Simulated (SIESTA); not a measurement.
# AgI in SIESTA: the effect of Hubbard term

AgI, a slab with vacuum:

```
CELL_PARAMETERS angstrom
4.65560 0.00000 0.00000
2.19232 4.10711 0.00000
0.00000 0.00000 23.62243
ATOMIC_POSITIONS crystal
Ag 0.01978 0.01978 0.31749
I 0.35971 0.35971 0.35805
Ag 0.37950 0.37950 0.47972
I 0.71942 0.71942 0.52028
Ag 0.73921 0.73921 0.64195
I 0.07913 0.07913 0.68251
```

Alike in all runs:

- Program: SIESTA 5.4.2
- Task: density of states
- Functional: PBE
- Potentials or basis: PseudoDojo 0.4 standard (PBE files)
- Basis: DZP (energy shift 0.003 Ry; two zetas on semicore shells)
- Grid cutoff: 800 Ry
- Energy shift: 0.003 Ry
- k mesh: 7 × 7 × 1
- Occupations: fermi-dirac, width 0.05 eV
- Spin: no spin polarisation
- dipole correction: yes
- Hubbard projector method: 1
- U from the first cycle: yes
- broadening (eV): 0.1 eV
- window from (eV): -10 eV
- window to (eV): 15 eV

```tsv
Hubbard term	largest force (eV/Å)
none	0.64
Ag d U = 2 eV	0.65
Ag d U = 4 eV	?
Ag d U = 6 eV	0.67
Ag d U = 8 eV	0.67
```

**Question.** What does the run with Hubbard term Ag d U = 4 eV give?

**Answer.** Largest force 0.66 eV/Å.

Worked out: A straight line through the other rows of the largest force, of slope 0.004 eV/Å per eV, gives 0.66 eV/Å, against the run's 0.66.

Caveats: spin-orbit coupling is left out, which moves the levels of the heavy elements; the basis of atomic orbitals isn't converged, which shifts pressures, moduli and gaps.
